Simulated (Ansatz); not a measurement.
Runs of Ansatz 0.2.0 on CsSnI3. It takes space group Pm-3m (No. 221, cubic). The conventional cell has a = 6.206 Å, b = 6.206 Å, c = 6.206 Å, α = 90.00°, β = 90.00°, γ = 90.00°. Cs (site symmetry m-3m) is surrounded by 12 I at 4.39 Å. I (site symmetry 4/mmm) has 2 Sn at 3.10 Å as nearest neighbours. Sn (site symmetry m-3m) has 6 I at 3.10 Å as nearest neighbours. 

| task | level | spin | cell | k mesh | cutoff (eV) | points for each segment of the path | gap on the mesh (eV) | pressure (GPa) | relaxed volume (Å³/atom) |
| --- | --- | --- | --- | --- | --- | --- | --- | --- | --- |
| band structure | r2SCAN | off | as given | 5 × 5 × 5 | 500 | 14 | - | 0.0 | - |
| band structure | r2SCAN | SOC, no magnetisation | as given | 4 × 4 × 4 | 500 | 14 | (b) | 0.3 | - |
| band structure | BLYP | off | as given | 5 × 5 × 5 | 420 | 14 | - | 2.0 | - |
| relaxation of cell and atoms | revPBE | off | relaxed | 5 × 5 × 5 | 420 | - | (a) | 0.0 | 52.18 |
| relaxation of cell and atoms | BLYP | off | relaxed | 5 × 5 × 5 | 420 | - | 1.93 | 0.0 | 53.90 |

Alike in all rows: potentials or basis Ansatz PAW; smearing fermi-dirac 0.05 eV.

Q: Fill in the values left out.

A: (a) 1.85; (b) 0.03.

Caveats: the PAW data sets come from PBE, with cores solved anew for the run's functional, which leaves a small shift of forces and pressure; spin-orbit coupling is left out, which moves the levels of the heavy elements (some runs); the cell was measured hot, at 500 K (some runs); odd divisions of the mesh miss points on the zone boundary, where band edges often lie, so the gap on the mesh can be too wide (some runs); the plane-wave basis is chosen anew once the cell has moved, so the energies of steps on either side of that aren't comparable (some runs); the volume moved by +13 % from the deposited cell, more than functionals usually miss (some runs).

A k mesh can miss the band edges, and rows without SOC leave out spin-orbit coupling on Cs, I, Sn.

Runs at the PBE level aren't shown here.
